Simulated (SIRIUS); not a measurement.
# PbSe (P1) in SIRIUS: reference runs

How does PbSe come out in PBE? The cell is run as given.

Everything below comes from runs of SIRIUS 7.10.0. Logs are shortened: lines on timing, memory, paths and dates and some standing lists are left out, and cuts for length are marked. The log counts tension as positive stress, the text compression.

**1. The cell of the first run**

The typed cell holds 2 atoms: a = 4.083 Å, b = 4.369 Å, c = 3.942 Å, α = 65.71°, β = 70.78°, γ = 64.00°.

**2. Single point, PBE (cell sheared at random, sigma 0.06, atoms nudged by 0.01 Å)**

File sirius.json:

```json
{
  "control": {
    "processing_unit": "cpu",
    "verbosity": 2,
    "num_bands_to_print": 23,
    "print_forces": true,
    "print_stress": true
  },
  "parameters": {
    "electronic_structure_method": "pseudopotential",
    "xc_functionals": ["XC_GGA_X_PBE", "XC_GGA_C_PBE"],
    "gk_cutoff": 9.3,
    "pw_cutoff": 18.6,
    "ngridk": [7, 7, 8],
    "shiftk": [0, 0, 0],
    "smearing": "fermi_dirac",
    "smearing_width": 0.0018374661,
    "num_bands": 23,
    "num_mag_dims": 0,
    "num_dft_iter": 100,
    "energy_tol": 1e-08,
    "density_tol": 1e-06
  },
  "iterative_solver": {
    "type": "davidson",
    "min_tolerance": 1e-09,
    "tolerance_scale": [0.1, 0.25]
  },
  "mixer": {
    "type": "anderson",
    "beta": 0.7,
    "max_history": 8
  },
  "settings": {
    "tol_ne": 1e-10,
    "pseudo_grid_cutoff": 6.5
  },
  "unit_cell": {
    "lattice_vectors": [
      [-0.073374166979, 0.651855213231, 0.754785408314],
      [0.739604103398, -0.086919081103, 0.768330322437],
      [0.717247163216, 0.643043184723, -0.064562140921]
    ],
    "lattice_vectors_scale": 7.715978568,
    "atom_coordinate_units": "lattice",
    "atom_types": ["Pb", "Se"],
    "atom_files": {
      "Pb": "Pb.json",
      "Se": "Se.json"
    },
    "atoms": {
      "Pb": [
        [0.00096085, 0.99990592, 0.00322153]
      ],
      "Se": [
        [0.49903915, 0.50009408, 0.49677847]
      ]
    }
  }
}
```

Potentials or basis: PseudoDojo 0.4.1 PBE standard (scalar relativistic).

Launch:

```sh
$ upf_to_json Pb.upf
$ upf_to_json Se.upf
$ OMP_NUM_THREADS=1 sirius.scf --input=sirius.json --output=out.json --task=0
```

What it wrote:

```text
[info] SIRIUS version : 7.10.0
[info] number of MPI ranks           : 1
[info] MPI grid                      : 1 1
[info] maximum number of OMP threads : 1
[fft] FFT context for density and potential
[fft] =====================================
[fft]   comm size                             : 1
[fft]   plane wave cutoff                     : 18.6
[fft]   grid size                             : 48 54 48   total : 124416
[fft]   grid limits                           : -23 24   -26 27   -23 24
[fft]   number of G-vectors within the cutoff : 20774
[fft]   local number of G-vectors             : 20774
[fft]   number of G-shells                    : 20774
[fft] FFT context for coarse grid
[fft] =====================================
[fft]   comm size                             : 1
[fft]   plane wave cutoff                     : 18.6
[fft]   grid size                             : 48 54 48   total : 124416
[fft]   grid limits                           : -23 24   -26 27   -23 24
[fft]   number of G-vectors within the cutoff : 20774
[fft]   local number of G-vectors             : 20774
[fft]   number of G-shells                    : 20774
[unit cell] lattice vectors
[unit cell]   a1 :      -0.5661534999      5.0297008547      5.8239080340
[unit cell]   a2 :       5.7067694106     -0.6706657669      5.9284203011
[unit cell]   a3 :       5.5342637393      4.9617074316     -0.4981600957
[unit cell] reciprocal lattice vectors
[unit cell]   b1 :      -0.4779438435      0.5859432897      0.5263606919
[unit cell]   b2 :       0.5160915365     -0.5250795327      0.5036446295
[unit cell]   b3 :       0.5542526483      0.6013883357     -0.4654969367
[unit cell] unit cell volume :       382.30691726 [a.u.^3]
[unit cell] 1/sqrt(omega)    :         0.05114391
[unit cell] MT volume        :         0.00000000 ( 0.00%)
[unit cell] IT volume        :       382.30691726 (100.00%)
[unit cell] number of atom types : 2
[unit cell] type id : 0 symbol : Pb mt_radius :  16.770000 num_atoms : 1
[unit cell] type id : 1 symbol : Se mt_radius :  12.130000 num_atoms : 1
[unit cell] total number of atoms : 2
[unit cell] number of symmetry classes : 2
[unit cell] number of PAW atoms : 0
[unit cell] atom id  type id  class id             position                      vector_field
[unit cell] ------------------------------------------------------------------------------------------
[unit cell]      0        0        0      0.00096   0.99991   0.00322      0.00000   0.00000   0.00000
[unit cell]      1        1        1      0.49904   0.50009   0.49678      0.00000   0.00000   0.00000
[unit cell] atom id         position (Cartesian, a.u.)
[unit cell] ---------------------------------------------
[unit cell]      0       5.723517   -0.649786    5.931854
[unit cell]      1       5.320692    4.639491    5.623651
[unit cell] class id : 0 atom id : 0
[unit cell] class id : 1 atom id : 1
[unit cell] minimum bond length:     5.313540
[unit cell] total number of pseudo wave-functions: 18
[sym] space group number   : 1
[sym] international symbol : P1
[sym] Hall symbol          : P 1
[sym] space group transformation matrix :
[sym]   0.0000 -0.0000  1.0000
[sym]   1.0000  0.0000  0.0000
[sym]  -0.0000  1.0000 -0.0000
[sym] space group origin shift :
[sym]   0.0000  0.0000  0.0000
[sym] number of space group operations  : 1
[sym] number of magnetic group operations : 1
[sym] metric tensor error: 0.0000e+00
[sym] rotation matrix error: 1.5533e-16
[sym] symmetry operations
[... list of symmetry operations ...]
[atom type] label          : Pb
[atom type] --------------------------------------------------------------------------------
[atom type] symbol         : Pb
[atom type] name           :
[atom type] zn             : 14
[... 273 lines left out ...]
[diagonalize] ik:    2   -1.383529   -1.383284   -1.382391   -1.381290   -1.381103   -0.267087   -0.265729   -0.264661   -0.263937   -0.263633   -0.128112    0.058480    0.285253    0.311793    0.321958    0.398735    0.464284    0.503357    0.614216    0.623120    0.694213    0.757986    0.771831
[diagonalize] ik:    3   -1.383529   -1.383284   -1.382390   -1.381289   -1.381103   -0.267222   -0.265805   -0.264652   -0.263632   -0.263227   -0.112764    0.026327    0.288429    0.319236    0.351132    0.373336    0.438581    0.458829    0.646780    0.669268    0.701546    0.764641    0.806506
[diagonalize] ik:    4   -1.383531   -1.383285   -1.382392   -1.381292   -1.381103   -0.267189   -0.265477   -0.264887   -0.264554   -0.263649   -0.142768    0.096522    0.273392    0.296384    0.312590    0.452879    0.486226    0.579167    0.592105    0.596916    0.656041    0.680731    0.703768
[diagonalize] ...
[diagonalize] ik:  192   -1.383529   -1.383285   -1.382389   -1.381282   -1.381103   -0.266899   -0.265954   -0.265512   -0.263765   -0.262451   -0.102490    0.055790    0.242036    0.255530    0.303692    0.403153    0.443633    0.463214    0.620350    0.700079    0.742850    0.810315    0.838352
[diagonalize] ik:  193   -1.383529   -1.383285   -1.382388   -1.381281   -1.381104   -0.266367   -0.266009   -0.265781   -0.263238   -0.262498   -0.101524    0.047087    0.269610    0.285721    0.336840    0.350150    0.393307    0.412123    0.648755    0.716502    0.765786    0.821297    0.837208
[diagonalize] ik:  194   -1.383529   -1.383284   -1.382388   -1.381281   -1.381104   -0.266889   -0.266166   -0.265657   -0.263273   -0.262383   -0.098401    0.050351    0.253155    0.273330    0.303841    0.360479    0.407172    0.463350    0.641179    0.707915    0.766446    0.821246    0.845525
[diagonalize] ik:  195   -1.383529   -1.383284   -1.382390   -1.381282   -1.381103   -0.268382   -0.265924   -0.265314   -0.263858   -0.262130   -0.095471    0.065691    0.207354    0.230443    0.292664    0.396919    0.478181    0.538434    0.613151    0.667279    0.781820    0.827090    0.854767
[diagonalize] ik:  196   -1.383529   -1.383285   -1.382391   -1.381284   -1.381103   -0.269846   -0.265811   -0.264972   -0.264192   -0.261836   -0.094593    0.082797    0.178003    0.204819    0.283944    0.456603    0.527408    0.540694    0.621599    0.705135    0.773226    0.793911    0.837281
[find] Charges and magnetic moments
[find] --------------------------------------------------------------------------------
[find] total charge          : 30.000000
[find] Energy
[find] --------------------------------------------------------------------------------
[find] valence_eval_sum               :     -14.96208277
[find] <rho|V^{XC}>                   :     -28.38476277
[find] <rho|E^{XC}>                   :     -44.22299837
[find] <mag|B^{XC}>                   :       0.00000000
[find] <rho|V^{H}>                    :     100.16565332
[find] one-electron contribution      :     -86.74297332 (Ha),    -173.48594664 (Ry)
[find] hartree contribution           :      50.08282666
[find] xc contribution                :     -44.22299837
[find] ewald contribution             :    -110.76347508
[find] PAW contribution               :       0.00000000
[find] smearing (-TS)                 :      -0.00008823
[find] SCF correction                 :      -0.00000054
[find] Total energy                   :    -191.64662064 (Ha),    -383.29324128 (Ry)
[find] Free energy (E-TS)             :    -191.64670887 (Ha),    -383.29341774 (Ry)
[find] band gap (eV)                  :       0.00000000
[find] Efermi                         :       0.36467238
[find] iteration : 10, RMS : 1.062115926354e-07, energy difference : -3.623767952377e-11
[find] Hartree energy of density residual : 7.233943140663e-13
[find] bands are converged : true
[find] iterative solver converged : true
[find] converged after 11 SCF iterations!
[find] Charges and magnetic moments
[find] --------------------------------------------------------------------------------
[find] total charge          : 30.000000
[find] Energy
[find] --------------------------------------------------------------------------------
[find] valence_eval_sum               :     -14.96208277
[find] <rho|V^{XC}>                   :     -28.38476277
[find] <rho|E^{XC}>                   :     -44.22299837
[find] <mag|B^{XC}>                   :       0.00000000
[find] <rho|V^{H}>                    :     100.16565332
[find] one-electron contribution      :     -86.74297332 (Ha),    -173.48594664 (Ry)
[find] hartree contribution           :      50.08282666
[find] xc contribution                :     -44.22299837
[find] ewald contribution             :    -110.76347508
[find] PAW contribution               :       0.00000000
[find] smearing (-TS)                 :      -0.00008823
[find] SCF correction                 :      -0.00000054
[find] Total energy                   :    -191.64662064 (Ha),    -383.29324128 (Ry)
[find] Free energy (E-TS)             :    -191.64670887 (Ha),    -383.29341774 (Ry)
[find] band gap (eV)                  :       0.00000000
[find] Efermi                         :       0.36467238
[ground_state] === stress tensor components [kbar] ===
[ground_state] === stress_kin ===
[ground_state] -57950.686029  -32.263187   -8.713081
[ground_state]   -32.263187-58006.878157  -20.253175
[ground_state]    -8.713081  -20.253175-57937.870242
[ground_state] === stress_har ===
[ground_state] -11937.724397  727.221730  428.621567
[ground_state]   727.221730-16835.082264  678.627769
[ground_state]   428.621567  678.627769-9769.196443
[ground_state] === stress_ewald ===
[ground_state] 30067.078432 1321.113910  674.367980
[ground_state]  1321.11391021764.693698 1173.258051
[ground_state]   674.367980 1173.25805133407.949445
[ground_state] === stress_vloc ===
[ground_state] -3504.352030-2023.496847-1095.106686
[ground_state] -2023.496847 9660.399267-1836.544435
[ground_state] -1095.106686-1836.544435-9016.535163
[ground_state] === stress_xc ===
[ground_state] -11812.068173    1.476317    0.666641
[ground_state]     1.476317-11822.081113    1.328003
[ground_state]     0.666641    1.328003-11808.728385
[ground_state] === stress_core ===
[ground_state] 19437.346691   -0.347317   -0.076756
[ground_state]    -0.34731719440.430276   -0.272038
[ground_state]    -0.076756   -0.27203819436.629831
[ground_state] === stress_nonloc ===
[ground_state] 35698.159240   -7.715594   -2.876448
[ground_state]    -7.71559435634.721043   -3.490282
[ground_state]    -2.876448   -3.49028235714.570213
[ground_state] === stress_us_nl ===
[ground_state] 35698.159240   -7.715594   -2.876448
[ground_state]    -7.71559435634.721043   -3.490282
[ground_state]    -2.876448   -3.49028235714.570213
[ground_state] === stress_total ===
[ground_state]    -2.246265  -14.010989   -3.116784
[ground_state]   -14.010989 -163.797250   -7.346108
[ground_state]    -3.116784   -7.346108   26.819256
[ground_state] ==== total Forces in Ha/bohr =====
[ground_state] atom:    0, force:      -0.0000172     -0.0018968     -0.0000192
[ground_state] atom:    1, force:       0.0000184      0.0018972      0.0000192
[ground_state] ==== ultrasoft contribution from Qij =====
[ground_state] atom:    0, force:       0.0000000      0.0000000      0.0000000
[ground_state] atom:    1, force:       0.0000000      0.0000000      0.0000000
[ground_state] ==== non-local contribution from Beta-projector =====
[ground_state] atom:    0, force:       0.0022869      0.0083764     -0.0009395
[ground_state] atom:    1, force:      -0.0019136     -0.0060955      0.0005850
[ground_state] ==== contribution from local potential =====
[ground_state] atom:    0, force:       0.0316247      0.1391459     -0.0172739
[ground_state] atom:    1, force:      -0.0319855     -0.1414211      0.0176047
[ground_state] ==== contribution from core density =====
[ground_state] atom:    0, force:      -0.0000452     -0.0001541      0.0000538
[ground_state] atom:    1, force:       0.0000348      0.0001498     -0.0000302
[ground_state] ==== Ewald forces from ions =====
[ground_state] atom:    0, force:      -0.0338847     -0.1492633      0.0181391
[ground_state] atom:    1, force:       0.0338847      0.1492633     -0.0181391
[~DFT_ground_state] local op. applied: 122224
[~DFT_ground_state] evp. work count: 21268.9
[~DFT_ground_state] number of iterative solver steps: 9222
```

Run time: 8.5 min. Hardware: 1 thread of Arm Neoverse V1, shared host; peak memory 2 GiB.

Results:

| Item | Value |
| --- | --- |
| Free energy | -5214.9726 eV |
| Pressure | 4.6 GPa |
| Largest force | 0.098 eV/Å |
| Band gap on the k mesh | none (metal or under the smearing width) |

Forces in eV/Å, atoms in the order of the input:
```
Pb  -0.001 -0.098 -0.001
Se   0.001  0.098  0.001
```
